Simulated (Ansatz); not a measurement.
System: zinc-blende ZnTe. Method: r²SCANh in Ansatz (plane waves, PAW).

Numerical settings: plane-wave cutoff 520 eV, 8×8×8 k mesh, Fermi–Dirac smearing 0.01 eV, scalar-relativistic PAW data made under PBE.

Energies at three volumes about the minimum:

```csv
V (Å³/atom),E − E_lowest (meV/atom)
28.039,1.35
28.528,0.00
29.241,2.71
```

Fit a parabola by hand: where is the minimum, what lattice constant follows, and what is the bulk modulus?

Slopes: (0.00 − 1.35)/(28.528 − 28.039) = -2.761 and (2.71 − 0.00)/(29.241 − 28.528) = 3.801 meV/Å³. Curvature E″ = 2 × (3.801 − (-2.761))/(29.241 − 28.039) = 10.918 meV/Å⁶. From the middle of the first interval, the slope vanishes at V0 = 28.2835 − (-2.761)/10.918 = 28.536 Å³/atom. B = V0 E″ = 28.536 × 10.918 meV/Å³ × 0.1602 GPa per meV/Å³ = 49.9 GPa. With 8 atoms in the cube, a = (8 × 28.536)^(1/3) = 6.112 Å. The full Birch–Murnaghan fit to all volumes gives V0 = 28.526 Å³/atom and B0 = 50.6 GPa.

Measured, for comparison: bulk modulus 51 ± 3 GPa (room temperature, no zero-point or thermal correction; as tabulated in Determination of phase transition pressures of ZnTe under quasihydrostatic …); lattice constant a 6.104 Å (room temperature, no zero-point or thermal correction, our sources range from 6.089 to 6.104; as tabulated in Albrecht et al. (1997), arXiv:cond-mat/9706128). Computed (rounded) less measured: bulk modulus -0.8 % (inside the measured uncertainty).

Ansatz is an electronic-structure program.
